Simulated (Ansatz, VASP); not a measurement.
PbO in VASP and in Ansatz

INCAR

```
SYSTEM = PbO
PREC = Accurate
ENCUT = 520
EDIFF = 1E-6
ISMEAR = -1
SIGMA = 0.02
LREAL = .FALSE.
LASPH = .TRUE.
NELM = 80
ALGO = Normal
ISIF = 2
LWAVE = .FALSE.
LCHARG = .FALSE.
GGA = PE
NBANDS = 17
```

File KPOINTS:

```
Automatic mesh
0
G
  8 8 8
  0 0 0
```

Contents of POSCAR:

```
PbO
1.0
    3.1793716484      0.0000000000      0.0000000000
    0.0000000000      3.1793716484      0.0000000000
    0.0000000000      0.0000000000      3.1631568530
Pb O
1 1
Direct
    0.0000000000      0.0000000000      0.0000000000
    0.5000000000      0.5000000000      0.5000000000
```

Input for Ansatz:

```yaml
crystal:
  lattice:
    - [3.1793716484, 0.0, 0.0]
    - [0.0, 3.1793716484, 0.0]
    - [0.0, 0.0, 3.163156853]
  atoms:
    - { symbol: Pb, position: [0.0, 0.0, 0.0] }
    - { symbol: O, position: [0.5, 0.5, 0.5] }
kpoints:
  mp_grid: { grid: [8, 8, 8] }
  band_path:
    path:
      - [0.0, 0.0, 0.0]
      - [0.0, 0.5, 0.0]
      - [0.5, 0.5, 0.0]
      - [0.5, 0.5, 0.5]
      - [0.05, 0.5, 0.05]
    npoints: 1
hamiltonian:
  xc: pbe
scf:
  occupations: { method: fermi_dirac, width: 0.02 }
  n_extra_bands: 4
output:
  forces: true
  stress: true
  eigenvalues: true
```

Change from the starting cell: uniaxial_z strain -0.5%.

Alike in both runs: task single point; functional PBE; k mesh 8 × 8 × 8; occupations fermi-dirac, width 0.02 eV; no spin polarisation.

```csv
,VASP,Ansatz
version,VASP 6.6.1,Ansatz 0.2.0
potentials or method,"VASP PAW PBE potentials, release 64 (Pb_d, O)","plane waves, PAW"
plane-wave cutoff (eV),520,420
valence electrons in the cell,20,20
```

VASP gave:

```
pressure (GPa)                                  : 3.8
largest component of the traceless stress (GPa) : 0.66
```

Question: What did Ansatz give for the same quantities?

Answer: Pressure (GPa): 3.9; largest component of the traceless stress (GPa): 0.66.

The functional is the same, so the differences come from potentials, cutoffs and numerics.

Caveats: spin-orbit coupling is left out, which as a rule narrows the gap of such compounds by several tenths of an eV. A k mesh can miss the band edges.
